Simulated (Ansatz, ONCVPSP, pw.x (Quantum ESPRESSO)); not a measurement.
# rhenium: one change to the ONCV potential, in the atom and in the fcc crystal

rhenium, optimised norm-conserving Vanderbilt (ONCV), made with ONCVPSP 4.0.1.1 (patched build) (LDA (Perdew-Wang 92), scalar-relativistic). Core [Kr] 4d10 4f14, reference 5s2 5p6 5d5 6s1 6p1. Waves: 5s+6s: rc 2.00 bohr, ncon 4, nbas 7, qcut 6.7 1/bohr, 2 projectors; 5p+6p: rc 2.20 bohr, ncon 4, nbas 8, qcut 4.8 1/bohr, 2 projectors; 5d: rc 2.00 bohr, ncon 3, nbas 8, qcut 7.8 1/bohr, local. Local part: the d channel. Core correction: Teter function fitted to the true core (icmod 2), fcfact 0.3.

Change: d: qcut 6.3.

Cutoffs, loose and tight: the cutoffs (Ha) at which the residual kinetic energy of the hardest occupied pseudo-wave falls to 1 and 0.1 mHa per electron. They do not see the model core or the augmentation charge, which bear on the density cutoff. Test errors are all-electron minus pseudo excitation energies from the reference, over the configurations 5s2 5p6 5d5 6s2 6p0; 5s2 5p6 5d5 6s1 6p0; 5s2 5p6 5d5 6s0 6p0; 5s2 5p6 5d6 6s0 6p0; variants that change the core or the reference have their own tests.

Crystal test: fcc Re in pw.x 7.5, no spin, 15³ k-points, Fermi–Dirac smearing 0.01 Ry, cutoffs set for each file from its atomic test. The reference is all-electron LAPW (Ansatz 0.2.0) with the same functional, mesh and smearing; V0 and B0 come from Birch–Murnaghan fits to the pressures at five volumes. Errors are pseudo minus all-electron; Δ is the rms difference of the E(V) curves that follow from these fits, minima aligned, over ±6 % about the mean V0. Mesh and smearing are coarse, so the numbers serve the comparison and aren't converged zero-temperature values; the lattice is a test structure that the element need not adopt.

All-electron: a0 = 3.862 Å (V0 = 14.40 Å³/atom), B0 = 399.9 GPa.

Q: Does the change bring the crystal closer to the all-electron result?

A: The mean pressure error goes from -4.23 to -3.05 GPa, so the change moves the solid closer to the all-electron pressures.

```
                       quantity       base    changed
                 outcome (atom)  generated  generated
           cutoff, loose (atom)      16 Ha      14 Ha
           cutoff, tight (atom)      22 Ha      22 Ha
            bound ghosts (atom)       none       none
largest test error (meV) (atom)        -13        -12
           cutoffs in pw.x (Ry)     55/220     55/220
                         a0 (Å)      3.848      3.852
                   a0 error (%)      -0.35      -0.25
                   B0 error (%)       +0.6       +0.4
                   Δ (meV/atom)       13.3        9.6
      mean pressure error (GPa)      -4.23      -3.05
```
